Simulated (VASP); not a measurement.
BN (strained database structure): a r²SCAN single-point calculation in VASP

INCAR

```
LWAVE = .FALSE.
NSW = 0
NELM = 120
ENCUT = 520
ALGO = Normal
NBANDS = 11
LASPH = .TRUE.
PREC = Accurate
ISIF = 2
LCHARG = .TRUE.
LELF = .TRUE.
EDIFF = 1E-7
SIGMA = 0.01
METAGGA = R2SCAN
IBRION = -1
LREAL = .FALSE.
ISMEAR = 0
```

KPOINTS

```
KPOINTS created by Atomic Simulation Environment
0
Gamma
12 12 12
0 0 0
```

KPOINTS_OPT

```
special points
11
Reciprocal
0.0000000000 0.0000000000 0.0000000000 1
-0.5000000000 -0.5000000000 -0.5000000000 1
-0.5000000000 -0.1994790226 -0.8005209774 1
-0.1994790226 0.1994790226 -0.5000000000 1
0.0000000000 0.0000000000 -0.5000000000 1
0.0000000000 0.3497395113 -0.3497395113 1
-0.3497395113 0.0000000000 -0.6502604887 1
-0.5000000000 0.0000000000 -0.5000000000 1
-0.1595832181 0.1595832181 -0.5000000000 1
-0.0052080000 0.2968750000 -0.3125000000 1
0.0000000000 0.5000000000 0.5000000000 1
```

POSCAR

```
B  N
 1.0000000000000000
     1.2501241103770087    0.7217594916299408    3.1840344343037779
    -1.2501241103770087    0.7217594916299408    3.1840344343037779
     0.0000000000000000   -1.4435189833098814    3.1840344342924438
 B   N
   1   1
Cartesian
  0.0000000000000001 -0.0000000000499878  9.5497637298111560
 -0.0000000000000000 -0.0000000000166338  3.1777739303818007
```

VASP ran with the recommended PBE PAW datasets (8 valence electrons in the cell).

Command

```
mpirun -np 1 vasp_std
```

From OUTCAR

```
k-points           NKPTS =    189   k-points in BZ     NKDIM =    189   number of bands    NBANDS=     11

   NELECT =       8.0000    total number of electrons

   dimension x,y,z NGX =    28 NGY =   28 NGZ =   28
   dimension x,y,z NGXF=    56 NGYF=   56 NGZF=   56

  energy-cutoff  :      520.00
  volume of cell :       17.24
      direct lattice vectors                 reciprocal lattice vectors
     1.250124110  0.721759492  3.184034434     0.399960289  0.230917180  0.104688985
    -1.250124110  0.721759492  3.184034434    -0.399960289  0.230917180  0.104688985
     0.000000000 -1.443518983  3.184034434     0.000000000 -0.461834361  0.104688985

 k-points in reciprocal lattice and weights: KPOINTS created by Atomic Simulation Env
   0.00000000  0.00000000  0.00000000       0.001
   0.08333333  0.00000000  0.00000000       0.003
   0.16666667 -0.00000000  0.00000000       0.003
   0.25000000  0.00000000  0.00000000       0.003
   0.33333333  0.00000000  0.00000000       0.003
   0.41666667  0.00000000  0.00000000       0.003
   0.50000000  0.00000000  0.00000000       0.002
   0.08333333  0.08333333  0.00000000       0.003
   ...

 E-fermi :   2.4582

 k-point     1 :       0.0000    0.0000    0.0000
  band No.  band energies     occupation
      1     -16.4938      2.00000
      2      -1.5720      2.00000
      3       1.0673      2.00000
      4       1.0673      2.00000
      5       8.3415      0.00000
      6      14.8346      0.00000
      7      14.8346      0.00000
      8      16.9276      0.00000
      9      18.3921      0.00000
     10      30.0135      0.00000
     11      32.3802      0.00000

 k-point     2 :       0.0833    0.0000    0.0000
  band No.  band energies     occupation
      1     -16.3483      2.00000
      2      -1.4270      2.00000
      3       0.4672      2.00000
      4       0.8002      2.00000
      5       8.6432      0.00000
      6      14.7771      0.00000
      7      15.4592      0.00000
      8      16.3868      0.00000
      9      18.8437      0.00000
     10      29.8419      0.00000
     11      30.5544      0.00000

 k-point     3 :       0.1667   -0.0000    0.0000
  band No.  band energies     occupation
      1     -15.9203      2.00000
      2      -1.1010      2.00000
      3      -0.9319      2.00000
      4       0.1488      2.00000
      5       9.4228      0.00000
      6      14.6306      0.00000
      7      15.0159      0.00000
      8      17.1620      0.00000
      9      19.9401      0.00000
     10      26.9284      0.00000
     11      28.6819      0.00000

 k-point     4 :       0.2500    0.0000    0.0000
  band No.  band energies     occupation
      1     -15.2406      2.00000
      2      -2.9426      2.00000
      3      -0.6077      2.00000
      4      -0.2962      2.00000
      5      10.4276      0.00000
      6      13.1363      0.00000
      7      14.6832      0.00000
      8      19.5853      0.00000
      9      21.0508      0.00000
     10      24.7845      0.00000
     11      26.9841      0.00000

 k-point     5 :       0.3333    0.0000    0.0000
  band No.  band energies     occupation
      1     -14.3862      2.00000
      2      -4.8317      2.00000
      3      -1.2584      2.00000
      4       0.5854      2.00000
      5      10.4570      0.00000
      6      12.3485      0.00000
      7      14.8973      0.00000
      8      20.9896      0.00000
      9      22.3227      0.00000
     10      24.1644      0.00000
     11      25.7564      0.00000

 k-point     6 :       0.4167    0.0000    0.0000
  band No.  band energies     occupation
      1     -13.5501      2.00000
      2      -6.3443      2.00000
      3      -1.6856      2.00000
      4       1.4611      2.00000
      5       9.0778      0.00000
      6      12.9454      0.00000
      7      15.6907      0.00000
      8      19.7808      0.00000
      9      24.1839      0.00000
     10      24.7430      0.00000
     11      25.0523      0.00000

 k-point     7 :       0.5000    0.0000    0.0000
  band No.  band energies     occupation
      1     -13.1582      2.00000
      2      -6.9700      2.00000
      3      -1.8335      2.00000
      4       1.8759      2.00000
      5       8.4277      0.00000
      6      13.1502      0.00000
      7      16.5081      0.00000
      8      18.8644      0.00000
      9      24.0041      0.00000
     10      24.7538      0.00000
     11      25.8847      0.00000

 k-point     8 :       0.0833    0.0833    0.0000
  band No.  band energies     occupation
      1     -16.3402      2.00000
      2      -1.5045      2.00000
      3       0.4770      2.00000
      4       0.7910      2.00000
      5       8.7686      0.00000
      6      14.7596      0.00000
      7      15.4577      0.00000
      8      16.3896      0.00000
      9      18.8599      0.00000
     10      29.5510      0.00000
     11      30.3892      0.00000

 k-point     9 :       0.1667    0.0833    0.0000
  band No.  band energies     occupation
      1     -16.0458      2.00000
      2      -1.2939      2.00000
      3      -0.4932      2.00000
      4       0.2624      2.00000
      5       9.4188      0.00000
      6      14.7884      0.00000
      7      15.4705      0.00000
      8      16.4090      0.00000
      9      19.6918      0.00000
     10      27.0919      0.00000
     11      30.1341      0.00000

 k-point    10 :       0.2500    0.0833   -0.0000
  band No.  band energies     occupation
      1     -15.4848      2.00000
      2      -2.1148      2.00000
      3      -0.7513      2.00000
      4      -0.5483      2.00000
      5      10.3875      0.00000
      6      13.9101      0.00000
      7      15.0499      0.00000
      8      17.9420      0.00000
      9      21.0459      0.00000
     10      24.6042      0.00000
     11      28.7372      0.00000

 k-point    11 :       0.3333    0.0833    0.0000
  band No.  band energies     occupation
      1     -14.7079      2.00000
      2      -3.9389      2.00000
      3      -1.3251      2.00000
      4       0.0216      2.00000
      5      10.8930      0.00000
      6      12.8817      0.00000
      7      15.2142      0.00000
      8      19.7204      0.00000
      9      21.7730      0.00000
     10      23.5665      0.00000
     11      27.3594      0.00000

 k-point    12 :       0.4167    0.0833    0.0000
  band No.  band energies     occupation
      1     -13.8395      2.00000
      2      -5.6266      2.00000
      3      -1.8982      2.00000
      4       0.9521      2.00000
      5       9.7394      0.00000
      6      13.3867      0.00000
      7      15.6883      0.00000
      8      19.8135      0.00000
      9      22.2015      0.00000
     10      24.0870      0.00000
     11      26.8972      0.00000

 k-point    13 :       0.5000    0.0833    0.0000
  band No.  band energies     occupation
      1     -13.1817      2.00000
      2      -6.7263      2.00000
      3      -2.2005      2.00000
      4       1.7545      2.00000
      5       8.6204      0.00000
      6      13.7027      0.00000
      7      16.4983      0.00000
      8      18.8532      0.00000
      9      22.1107      0.00000
     10      25.2753      0.00000
     11      27.0611      0.00000

 k-point    14 :      -0.4167    0.0833   -0.0000
  band No.  band energies     occupation
      1     -13.1999      2.00000
      2      -6.7104      2.00000
      3      -2.2028      2.00000
      4       1.9052      2.00000
      5       8.5555      0.00000
      6      13.4791      0.00000
      7      16.2088      0.00000
      8      18.8774      0.00000
      9      22.4257      0.00000
     10      25.3736      0.00000
     11      26.9982      0.00000

 k-point    15 :      -0.3333    0.0833    0.0000
  band No.  band energies     occupation
      1     -13.8793      2.00000
      2      -5.5933      2.00000
      3      -1.9045      2.00000
      4       1.2885      2.00000
      5       9.6871      0.00000
      6      12.6271      0.00000
      7      15.4511      0.00000
      8      19.7856      0.00000
      9      22.2320      0.00000
     10      24.6298      0.00000
     11      26.8098      0.00000

 k-point    16 :      -0.2500    0.0833   -0.0000
  band No.  band energies     occupation
      1     -14.7508      2.00000
      2      -3.9049      2.00000
      3      -1.3331      2.00000
      4       0.3926      2.00000
      5      10.8843      0.00000
      6      11.9440      0.00000
      7      15.1709      0.00000
      8      19.8350      0.00000
      9      21.5264      0.00000
     10      23.6969      0.00000
     11      27.5393      0.00000

 ...

  Total        0.1013027      0.1013027      0.2474829      0.0000000     -0.0000000     -0.0000000
  in kB        9.4157982      9.4157982     23.0028227      0.0000000     -0.0000000     -0.0000000
  external PRESSURE =      13.9448064 kB  Pullay stress =       0.0000000 kB

 POSITION                                       TOTAL-FORCE (eV/Angst)
 -----------------------------------------------------------------------------------
      0.00000     -0.00000      9.54976         0.000000      0.000000     -0.002829
      0.00000     -0.00000      3.17777         0.000000     -0.000000      0.002829
 -----------------------------------------------------------------------------------
    total drift:                               -0.000000     -0.000000      0.000276

  FREE ENERGIE OF THE ION-ELECTRON SYSTEM (eV)
  ---------------------------------------------------
  free  energy   TOTEN  =       -19.2890191741 eV

  energy  without entropy=      -19.2890191741  energy(sigma->0) =      -19.28901917
```

| Quantity | Value |
| --- | --- |
| gap between bands v and c | 4.62 eV |
| least direct gap | 5.41 eV |
| pressure | 1.4 GPa |

Band v is the last that the valence electrons fill when counted band by band, and c is the next.

The run took about 3.2 min on one core of a shared host (Intel Xeon Platinum 8488C) and held 0.2 GiB at most.
